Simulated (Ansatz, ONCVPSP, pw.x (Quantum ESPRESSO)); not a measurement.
Equation-of-state test of one ONCV potential (B)

```
Element                 : B (Z = 5)
Generator               : ONCVPSP 4.0.1.1 (patched build)
Type                    : optimised norm-conserving Vanderbilt (ONCV)
Functional              : PBEsol
Relativity              : scalar-relativistic
Frozen core             : [He]
Valence charge          : 3
Reference configuration : 2s2 (charge +1)
Partial waves           : 2s: rc 1.30 bohr, ncon 4, nbas 7, qcut 3.9 1/bohr, 2 projectors, debl 1.9 Ha; p scattering state at 0.35 Ha: rc 1.35 bohr, ncon 5, nbas 10, qcut 5 1/bohr, 2 projectors, debl 3 Ha; d scattering state at 0.46 Ha: rc 1.00 bohr, ncon 4, nbas 7, qcut 11.5 1/bohr, 2 projectors, debl 0.5 Ha
Local potential         : polynomial inside 0.80 bohr (lpopt 5, dvloc0 6 Ha)
Core correction         : none
```

In the p channel the program set the typed energies aside and used 0.050, 3.050 Ha.

Atomic tests: cutoffs needed: 27 Ha and 64 Ha (the cutoffs (Ha) at which the residual kinetic energy of the hardest occupied pseudo-wave falls to 1 and 0.1 mHa per electron); ghost test: no bound ghost flagged; no localised positive-energy state flagged; configuration tests: 1 of 4 tests not solved or not reliable.

Crystal test: fcc B in pw.x 7.5, no spin, 18³ k-points, Fermi–Dirac smearing 0.01 Ry, cutoffs 150/600 Ry. The reference is all-electron LAPW (Ansatz 0.2.0) with the same functional, mesh and smearing; V0 and B0 come from Birch–Murnaghan fits to the pressures at five volumes. Errors are pseudo minus all-electron; Δ is the rms difference of the E(V) curves that follow from these fits, minima aligned, over ±6 % about the mean V0. Mesh and smearing are coarse, so the numbers serve the comparison and aren't converged zero-temperature values; the lattice is a test structure that the element need not adopt.

All-electron: a0 = 2.856 Å (V0 = 5.83 Å³/atom), B0 = 278.7 GPa.

**Question.** How far does the potential miss the all-electron equation of state?

**Answer.** mean pressure error (GPa): -3.90; a0 (Å): 2.843; a0 error (%): -0.47; B0 error (%): +1.1; Δ (meV/atom): 5.0. Atomic configuration tests: 1 of 4 tests not solved or not reliable.

| V (Å³/atom) | P all-electron (GPa) | P pseudo (GPa) |
| --- | --- | --- |
| 5.544 | 15.12 | 10.62 |
| 5.690 | 6.84 | 2.67 |
| 5.836 | -0.51 | -4.38 |
| 5.982 | -7.04 | -10.63 |
| 6.128 | -12.83 | -16.17 |

**Question.** At the middle volume, how do free energy and pressure move when the wave cutoff is lowered (ecutrho kept at four times it)?

**Answer.**

```json
{"cutoff (Ry)": "68", "shift of F (meV/atom)": "+64.4", "shift of P (GPa)": "-1.12"}
{"cutoff (Ry)": "90", "shift of F (meV/atom)": "+48.1", "shift of P (GPa)": "+0.33"}
{"cutoff (Ry)": "120", "shift of F (meV/atom)": "+19.8", "shift of P (GPa)": "-2.02"}
```

Input at the middle volume:

```
&control
  calculation='scf', prefix='x', pseudo_dir='./', outdir='./tmp', tstress=.true., disk_io='none'
/
&system
  ibrav=0, nat=1, ntyp=1, ecutwfc=150, ecutrho=600, nbnd=8,
  occupations='smearing', smearing='fd', degauss=0.01
/
&electrons
  conv_thr=1e-09, mixing_beta=0.4, electron_maxstep=70
/
ATOMIC_SPECIES
B 1.0 B.UPF
CELL_PARAMETERS angstrom
  0.00000000 1.42898750 1.42898750
  1.42898750 0.00000000 1.42898750
  1.42898750 1.42898750 0.00000000
ATOMIC_POSITIONS crystal
B 0.0000 0.0000 0.0000
K_POINTS automatic
18 18 18 0 0 0
```

```bash
pw.x < B.scf.in > B.scf.out
```

Lines of the output:

```
Message from routine setup:
     using ibrav=0 with symmetry is DISCOURAGED, use correct ibrav instead
     lattice parameter (alat)  =       3.8189  a.u.
     unit-cell volume          =      39.3833 (a.u.)^3
     number of electrons       =         3.00
     number of Kohn-Sham states=            8
     kinetic-energy cutoff     =     150.0000  Ry
     charge density cutoff     =     600.0000  Ry
     scf convergence threshold =      1.0E-09
     Exchange-correlation= PBESOL
     number of k points=   195  Fermi-Dirac smearing, width (Ry)=  0.0100
     iteration #  1     ecut=   150.00 Ry     beta= 0.40
     total energy              =      -5.58689311 Ry
     estimated scf accuracy    <       0.00305000 Ry
     iteration #  2     ecut=   150.00 Ry     beta= 0.40
     total energy              =      -5.58765523 Ry
     estimated scf accuracy    <       0.00104176 Ry
     iteration #  3     ecut=   150.00 Ry     beta= 0.40
     total energy              =      -5.58770349 Ry
     estimated scf accuracy    <       0.00000167 Ry
     iteration #  4     ecut=   150.00 Ry     beta= 0.40
     total energy              =      -5.58770412 Ry
     estimated scf accuracy    <       0.00000012 Ry
     iteration #  5     ecut=   150.00 Ry     beta= 0.40
     total energy              =      -5.58770413 Ry
     estimated scf accuracy    <          1.2E-09 Ry
     iteration #  6     ecut=   150.00 Ry     beta= 0.40
     the Fermi energy is    14.5043 ev
!    total energy              =      -5.58770413 Ry
     estimated scf accuracy    <          4.2E-10 Ry
     smearing contrib. (-TS)   =      -0.00098431 Ry
     The total energy is F=E-TS. E is the sum of the following terms:
     one-electron contribution =       4.23554788 Ry
     hartree contribution      =       0.01918179 Ry
     xc contribution           =      -2.20113048 Ry
     ewald contribution        =      -7.64031901 Ry
     convergence has been achieved in   6 iterations
          total   stress  (Ry/bohr**3)                   (kbar)     P=      -43.78
     Message from routine punch:
     Nothing written, as per user request (disk_io='none')
```

The run at the middle volume (195 k-points, 6 iterations) took about 34 s on one core of a shared host (Neoverse-N1, 64 threads, 124 GiB, load 50).
